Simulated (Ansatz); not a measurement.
## ZrC in Ansatz: the effect of functional

Crystal: ZrC.

```
Zr C
1.0
     0.00000    2.31672    2.31672
     2.31672    0.00000    2.31672
     2.31672    2.31672    0.00000
Zr C
1 1
Direct
  0.50000 0.50000 0.50000
  0.00000 0.00000 0.00000
```

The cell isn't the ideal one: volume scaled by 0.94.

Alike in all runs:

```yaml
Program: Ansatz 0.2.0
Task: single point
Potentials_or_basis: Ansatz PAW
k_mesh: 10 × 10 × 10
Occupations: fermi-dirac, width 0.05 eV
Spin: no spin polarisation
```

| functional | cutoff | pressure (GPa) |
| --- | --- | --- |
| LDA | 420 eV (not typed: the program's choice for these potentials) | 1.3 |
| r2SCAN | 500 eV (not typed: the program's choice for these potentials) | ? |
| PBE | 420 eV (not typed: the program's choice for these potentials) | 11.8 |

**Question.** What does the run with functional r2SCAN give?

**Answer.** Pressure 12.7 GPa.

Caveats: the PAW data sets come from PBE, with cores solved anew for the run's functional, which leaves a small shift of forces and pressure (some runs).
